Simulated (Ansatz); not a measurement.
Runs of Ansatz 0.2.0 on AlNi3. Symmetry: Pm-3m, No. 221, cubic system. The conventional cell has a = 3.523 Å, b = 3.523 Å, c = 3.523 Å, α = 90.00°, β = 90.00°, γ = 90.00°. Ni (site symmetry 4/mmm) has 8 Ni at 2.49 Å and 4 Al at 2.49 Å as nearest neighbours. Around Al (site symmetry m-3m) lie 12 Ni at 2.49 Å. The cell is a database's computed one.

| level | cutoff (eV) | gap on the mesh (eV) | pressure (GPa) | moment (μB) |
| --- | --- | --- | --- | --- |
| r2SCAN | 500 | none | 0.2 | (a) |
| BLYP | 420 | none | (b) | 0.00 |
| RPBE | 420 | none | 11.7 | 0.00 |
| PBE | 420 | none | 6.7 | 0.00 |
| LDA | 420 | none | -7.9 | 0.00 |
| PBEsol | 420 | none | -1.2 | 0.00 |
| revPBE | 420 | none | 10.4 | 0.00 |

Alike in all rows: task band structure; potentials or basis Ansatz PAW; spin collinear, ferromagnetic start; cell as given; k mesh 4 × 4 × 4; smearing fermi-dirac 0.05 eV; the mesh is coarse, so values aren't converged.

Question: Estimate the missing entries.

Answer: (a) 0.77; (b) 14.0.

Caveats: all runs use coarse meshes; the PAW data sets come from PBE, with cores solved anew for the run's functional, which leaves a small shift of forces and pressure (some runs); the starting moments weren't kept (some runs); the magnetic or orbital state may not be the lowest (some runs).

A gap of «none» marks a metal or a gap under the smearing width.
